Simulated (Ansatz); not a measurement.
An Ansatz input:

```yaml
crystal:
  lattice:
    - [0.0, 3.6507297173, 3.6507297173]
    - [3.6507297173, 0.0, 3.6507297173]
    - [3.6507297173, 3.6507297173, 0.0]
  atoms:
    - { symbol: Hg, position: [0.0, 0.0, 0.0] }
hamiltonian:
  xc: rpbe
  pseudopotentials:
    kind: paw
    azcp:
      Hg: "pseudopotentials/Hg.paw.azcp"
basis:
  ecutwfc: 420
  fft_grid_basis: typed
kpoints:
  mp_grid: { grid: [12, 12, 12], shift: [0, 0, 0] }
magnetization:
  spin_polarized: false
scf:
  occupations: { method: fermi_dirac, width: 0.1 }
```

Terminal output

```
Engine: ansatz 0.2.0, aarch64-unknown-linux-gnu
Pseudopotentials: kind: paw
Pseudopotential: Hg, paw, valence charge 20, recommended cutoff 420 eV (normal) 
Functional definition: RPBE
  parameter kappa = 0.804
  parameter beta = 0.06672455060314922
  exchange = rpbe_x(kappa = kappa, mu = beta*pi^2/3)
  correlation = pbe_c(beta = beta)
Crystal: 1 atoms, lattice volume = 97.313 Å³
Basis set: ecut = 420 eV, 1917 PW (Γ)
Bands: 14, of which v1, the nominal top of the filled ones, is band 10 counted from 1 (9 counted from 0)
Symmetry: 48 space group operations
Space group: Fm-3m (ITA 225), of the structure as read, at distance tolerance 4.6e-5 Å
k-points: 72 of 1728
Non-local potential: Hg, projectors of the file, l = 0: 3, l = 1: 2, l = 2: 2, l = 3: 1
PAW form: soft (Blöchl's): semilocal exchange-correlation on the pseudo side does not see the compensation charge
PAW frozen core: Hg, regenerated for the run's functional, and the local potential with it (the file was generated under x = pbe(κ = 0.804, μ = 0.2195149727645171), c = pbe(β = 0.06672455060314922))
PAW one-centre angular grid: Hg, 590 points (default); XC on 64 Gauss nodes
Initial density: superposition of atomic densities (neutral atoms: chi_scale 0, normalization atom), corrected by the library's trained network
Initial wavefunctions: pseudopotential atomic-orbital guess
Functional: x = rpbe, c = pbe(β = 0.06672455060314922)
SCF iter   1: F=—  HF=-13828.317515 eV  |F-HF|=—  |Δ(HF+E_count)|=         —  Δρ=1.01e-3  dr2=1.43e-3  ethr=1.77e-3  ⟨swp⟩=4.3  Hψ=5093  notcnv=0
SCF iter   2: F=—  HF=-13828.317311 eV  |F-HF|=—  |Δ(HF+E_count)|=   2.04e-4  Δρ=4.07e-4  dr2=8.14e-5  ethr=7.15e-6  ⟨swp⟩=2.5  Hψ=2303  notcnv=0
SCF iter   3: F=—  HF=-13828.317294 eV  |F-HF|=—  |Δ(HF+E_count)|=   1.69e-5  Δρ=1.26e-4  dr2=7.74e-6  ethr=4.07e-7  ⟨swp⟩=2.5  Hψ=1802  notcnv=0
iter 4 did not close the SCF: its close was put off for the readings that it lacked (scf_convergence_deferred on its scf_iter line)
SCF iter   4: F=-13828.317297 eV  HF=-13828.317297 eV  |F-HF|=7.64e-8  |Δ(HF+E_count)|=   3.04e-6  Δρ=1.48e-5  dr2=6.79e-8  ethr=3.87e-8  ⟨swp⟩=3.0  Hψ=1728  notcnv=0
iter 5 did not close the SCF: its close was put off for the readings that it lacked (scf_convergence_deferred on its scf_iter line)
SCF iter   5: F=-13828.317297 eV  HF=-13828.317297 eV  |F-HF|=2.25e-9  |Δ(HF+E_count)|=   9.88e-8  Δρ=1.23e-6  dr2=4.19e-10  ethr=3.39e-10  ⟨swp⟩=2.5  Hψ=1657  notcnv=0
SCF iter   6: F=-13828.317297 eV  HF=-13828.317297 eV  |F-HF|=3.09e-11  |Δ(HF+E_count)|=   2.44e-9  Δρ=1.77e-7  dr2=1.72e-11  ethr=2.09e-12  ⟨swp⟩=1.0  Hψ=2920  notcnv=0
SCF 1 converged in 6 iterations: F = -13828.317297 eV  dr2 = 1.72e-11
SCF converged after 6 iterations
Free energy (F): -13828.317297 eV
Harris-Foulkes:  -13828.317297 eV  (|F-HF|=3.09e-11)
Internal energy: -13828.317297 eV  (E = F + TS)
E sigma→0 (E₀):  -13828.317297 eV
Fermi energy:    0.309074 eV
--- Per-component energies (eV) ---
  E_band       = -653.935183
  E_kinetic    = 605.821329
  E_local      = -4407.878692  (includes V_loc(G=0)·N_el)
  E_nonlocal   = 72.314208
  E_hartree    = 1891.486723
  E_xc         = -220.532456
  E_vxc        = -261.194222  (∫ρ·V_xc dr)
  E_paw        = -9961.055740  (= ΣΔE_a)
  E_vpaw       = -445.971883  (= ΣTr[D̂ρ^β])
  E_aug_tail   = 0.000946  (compensation charges beyond the density's cutoff)
  E_ewald      = -1808.416222
  E_core_change = -0.057394  (= ΣΔE_core)
  E_smearing   = -0.000000  (= −TS)
  E_closure    = 0.000000  (closes the sum)
  Σ components = -13828.317297   (vs F -13828.317297, Δ=0.00e0)
```
